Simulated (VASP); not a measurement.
# Ga in VASP: further runs

One slab, Ga, is run at these levels: LDA; tasks: single point.

All numbers are computed with VASP 6.6.1; they aren't measurements. Logs are shortened: lines on timing, memory, paths and dates and some standing lists are left out, and cuts for length are marked.

## 1. Starting point

The cell holds a slab with vacuum, 6 atoms: a = 2.985 Å, b = 2.985 Å, c = 15.928 Å, α = 90.00°, β = 90.00°, γ = 83.39°.

The slab is cut from a database's or a generator's crystal, which needn't be the stable form of the element.

## 2. Single point, LDA

INCAR

```
SYSTEM = Ga
ALGO = Normal ; DIPOL = 0.5 0.5 0.500
EDIFF = 1E-7 ; ENCUT = 460
IDIPOL = 3 ; ISIF = 2
ISMEAR = 1 ; LASPH = .TRUE.
LCHARG = .FALSE. ; LDIPOL = .TRUE.
LREAL = .FALSE. ; LVACPOTAV = .TRUE.
LVHAR = .TRUE. ; LWAVE = .FALSE.
NBANDS = 53 ; NELM = 120
PREC = Accurate ; SIGMA = 0.1
```

KPOINTS

```
k-points
0
G
  14 14 1
  0 0 0
```

POSCAR

```
Ga
1.0
    2.9851085407      0.0000000000      0.0000000000
    0.3437091101      2.9652549718      0.0000000000
    0.0000000000      0.0000000000     15.9277792079
Ga
6
Direct
    0.5000000000      0.5000000000      0.1883501749
    0.0000000000      0.0000000000      0.3130101050
    0.5000000000      0.5000000000      0.4376700350
    0.0000000000      0.0000000000      0.5623299650
    0.5000000000      0.5000000000      0.6869898950
    0.0000000000      0.0000000000      0.8116498251
```

Potentials or basis: VASP PAW LDA potentials, release 64 (Ga_d).

Command:

```bash
$ cat potpaw_LDA.64/Ga_d/POTCAR > POTCAR
$ mpirun -np 1 vasp_std > vasp.out
```

OUTCAR:

```text
SYSTEM = Ga
   EDIFF = 1E-7
   ENCUT = 460
   ISIF = 2
   ISMEAR = 1
   LASPH = .TRUE.
   LREAL = .FALSE.
   NELM = 120
   PREC = Accurate

 Found     57 irreducible k-points:

 Following reciprocal coordinates:
            Coordinates               Weight
  0.000000  0.000000  0.000000      1.000000
  0.071429  0.000000  0.000000      4.000000
  0.142857  0.000000  0.000000      4.000000
  0.214286  0.000000  0.000000      4.000000
  0.285714  0.000000  0.000000      4.000000
  0.357143 -0.000000  0.000000      4.000000
   k-points           NKPTS =     57   k-points in BZ     NKDIM =     57   number of bands    NBANDS=     53
   number of dos      NEDOS =    301   number of ions     NIONS =      6
   total plane-waves  NPLWV =  64512
   dimension x,y,z NGX =    24 NGY =   24 NGZ =  112
   dimension x,y,z NGXF=    48 NGYF=   48 NGZF=  224
   ions per type =               6
   NGX,Y,Z   is equivalent  to a cutoff of  13.37, 13.37, 11.69 a.u.
   NGXF,Y,Z  is equivalent  to a cutoff of  26.73, 26.73, 23.38 a.u.
 SYSTEM =  Ga
   PREC   = accura    normal or accurate (medium, high low for compatibility)
   ISTART =      0    job   : 0-new  1-cont  2-samecut
   ICHARG =      2    charge: 1-file 2-atom 10-const
   ISPIN  =      1    spin polarized calculation?
   LNONCOLLINEAR =      F non collinear calculations
   LSORBIT =      F    spin-orbit coupling
   LASPH  =      T    aspherical Exc in radial PAW
   ENCUT  =  460.0 eV  33.81 Ry    5.81 a.u.   5.22  5.22 27.85*2*pi/ulx,y,z
   NELM   =    120;   NELMIN=  2; NELMDL= -5     # of ELM steps
   EDIFF  = 0.1E-06   stopping-criterion for ELM
   LREAL  =      F    real-space projection
   EDIFFG = 0.1E-05   stopping-criterion for IOM
   NSW    =      0    number of steps for IOM
   IBRION =     -1    ionic relax: 0-MD 1-quasi-New 2-CG
   NFREE  =      0    steps in history (QN), initial steepest desc. (CG)
   ISIF   =      2    stress and relaxation
   ISYM   =      2    0-nonsym 1-usesym 2-fastsym
   POTIM  = 0.5000    time-step for ionic-motion
   TEBEG  =    0.0;   TEEND  =   0.0 temperature during run
   PSTRESS=    0.0 pullay stress
   NELECT =      78.0000    total number of electrons
   NUPDOWN=      -1.0000    fix difference up-down
   EMIN   =  10.00;   EMAX   =-10.00  energy-range for DOS
   EFERMI =   0.00;   METHOD = LEGACY
   ISMEAR =     1;   SIGMA  =   0.10  broadening in eV -4-tet -1-fermi 0-gaus
   EFERMI_NEDOS =   21; number of points for ismear=-14 and -15
   IALGO  =     38    algorithm
   IMIX   =      4    mixing-type and parameters
     AMIX     =   0.40;   BMIX     =  1.00
     AMIX_MAG =   1.60;   BMIX_MAG =  1.00
  volume/ion in A,a.u.               =      23.50       158.57
  Fermi-wavevector in a.u.,A,eV,Ry     =   1.343942  2.539682 24.574577  1.806180
  Thomas-Fermi vector in A             =   2.471976
   LORBIT       =      0    0 simple, 1 ext, 2 COOP (PROOUT), +10 PAW based schemes
   GGA     = CA    functional components
   LHFCALC =     F    Hartree Fock is set to
   AEXX    =    0.0000 exact exchange contribution
   IVDW    =     0    specifies the selected vdW correction
   LEPSILON=     F    determine dielectric tensor
   LRPA    =     F    only Hartree local field effects (RPA)
 non-spin polarized calculation
 Methfessel and Paxton  Order N= 1 SIGMA  =   0.10
  energy-cutoff  :      460.00
  volume of cell :      140.99
 maximum number of plane-waves:      3184
 NGX is ok and might be reduce to    24
   NGX = 11   NGY = 11   NGZ = 55

 dipolmoment           0.000000      0.000000     -0.000000 electrons x Angstroem

 number of electron      77.9999961 magnetization

 dipolmoment           0.000000      0.000000      0.000000 electrons x Angstroem

 Free energy of the ion-electron system (eV)
  ---------------------------------------------------
  ext. energy  EPLUGINS =         0.00000000
  ---------------------------------------------------
  free energy    TOTEN  =       -20.56381416 eV

  energy without entropy =      -20.56290982  energy(sigma->0) =      -20.56351271

 E-fermi :   3.2768     XC(G=0):  -9.6881

 val. band max:        3.2755521669   @ k =   0.5000   0.3571   0.0000
 cond. band min:       3.2909169588   @ k =  -0.4286   0.2143   0.0000
 fundamental gap:      0.0153647919
 Fermi energy:         3.2768311661

 k-point     1 :       0.0000    0.0000    0.0000
  band No.  band energies     occupation
      1     -11.8581      2.00000
      2     -11.8134      2.00000
      3     -11.8126      2.00000
      4     -11.7543      2.00000
      5     -11.7503      2.00000
      6     -11.7470      2.00000
[... 43 lines left out ...]
     50      11.9077      0.00000
     51      12.0022      0.00000

 k-point     2 :       0.0714    0.0000    0.0000
  band No.  band energies     occupation
      1     -11.8497      2.00000
      2     -11.8065      2.00000
      3     -11.8049      2.00000
      4     -11.7531      2.00000
      5     -11.7454      2.00000
      6     -11.7405      2.00000
[... 43 lines left out ...]
     50      11.9839      0.00000
     51      12.1559      0.00000

 k-point     3 :       0.1429    0.0000    0.0000
  band No.  band energies     occupation
      1     -11.8296      2.00000
      2     -11.7904      2.00000
      3     -11.7794      2.00000
      4     -11.7497      2.00000
      5     -11.7360      2.00000
      6     -11.7210      2.00000
[... 43 lines left out ...]
     50      11.8844      0.00000
     51      12.2867      0.00000

 k-point     4 :       0.2143    0.0000    0.0000
  band No.  band energies     occupation
      1     -11.8060      2.00000
      2     -11.7740      2.00000
      3     -11.7464      2.00000
      4     -11.7378      2.00000
      5     -11.7290      2.00000
      6     -11.7202      2.00000
[... 43 lines left out ...]
     50      11.2726      0.00000
     51      12.1187      0.00000

 k-point     5 :       0.2857    0.0000    0.0000
  band No.  band energies     occupation
      1     -11.7818      2.00000
      2     -11.7644      2.00000
      3     -11.7472      2.00000
      4     -11.7319      2.00000
      5     -11.7315      2.00000
      6     -11.6976      2.00000
[... 43 lines left out ...]
     50      11.3724      0.00000
     51      12.0453      0.00000

 k-point     6 :       0.3571   -0.0000    0.0000
  band No.  band energies     occupation
      1     -11.7670      2.00000
      2     -11.7635      2.00000
      3     -11.7520      2.00000
      4     -11.7353      2.00000
      5     -11.7278      2.00000
      6     -11.7084      2.00000
[... 43 lines left out ...]
     50      11.5515      0.00000
     51      12.1353      0.00000

 [... further k-points ...]

 [bands above 51 left out]

------------------------ aborting loop because EDIFF is reached ----------------------------------------

  FORCE on cell =-STRESS in cart. coord.  units (eV):
  Direction    XX          YY          ZZ          XY          YZ          ZX
  --------------------------------------------------------------------------------------
  -------------------------------------------------------------------------------------
  Total       -3.1277243     -3.0462748     -0.9138736     -0.3513414      0.0000000      0.0000000
  in kB      -35.5436189    -34.6180229    -10.3853059     -3.9926612      0.0000000      0.0000000
  external PRESSURE =     -26.8489826 kB  Pullay stress =       0.0000000 kB

 VOLUME and BASIS-vectors are now :
 -----------------------------------------------------------------------------
  energy-cutoff  :      460.00
  volume of cell :      140.99
      direct lattice vectors                 reciprocal lattice vectors
     2.985108541  0.000000000  0.000000000     0.334996194 -0.038830133  0.000000000
     0.343709110  2.965254972  0.000000000     0.000000000  0.337239128  0.000000000
     0.000000000  0.000000000 15.927779208     0.000000000  0.000000000  0.062783392

 POSITION                                       TOTAL-FORCE (eV/Angst)
 -----------------------------------------------------------------------------------
      1.66441      1.48263      3.00000        -0.000000      0.000000      0.020346
      0.00000      0.00000      4.98556        -0.000000      0.000000      0.087418
      1.66441      1.48263      6.97111        -0.000000      0.000000     -0.106206
      0.00000      0.00000      8.95667        -0.000000      0.000000      0.106206
      1.66441      1.48263     10.94222         0.000000      0.000000     -0.087418
      0.00000      0.00000     12.92778         0.000000      0.000000     -0.020346
 -----------------------------------------------------------------------------------
    total drift:                                0.000000     -0.000000      0.000000

  FREE ENERGIE OF THE ION-ELECTRON SYSTEM (eV)
  ---------------------------------------------------
  free  energy   TOTEN  =       -20.5638141584 eV

  energy  without entropy=      -20.5629098182  energy(sigma->0) =      -20.56351271
```

It took 3.5 min on 1 thread of Intel Xeon 6975P-C (Granite Rapids), shared host; peak memory 0.35 GiB.

These settings aren't checked as converged: the numbers below hold their error.

Results:

```yaml
Free_energy: -20.5638 eV
Largest_force: 0.106 eV/Å
Band_gap_on_the_k_mesh: none (metal or under the smearing width)
```

[end of part 1 of 2]
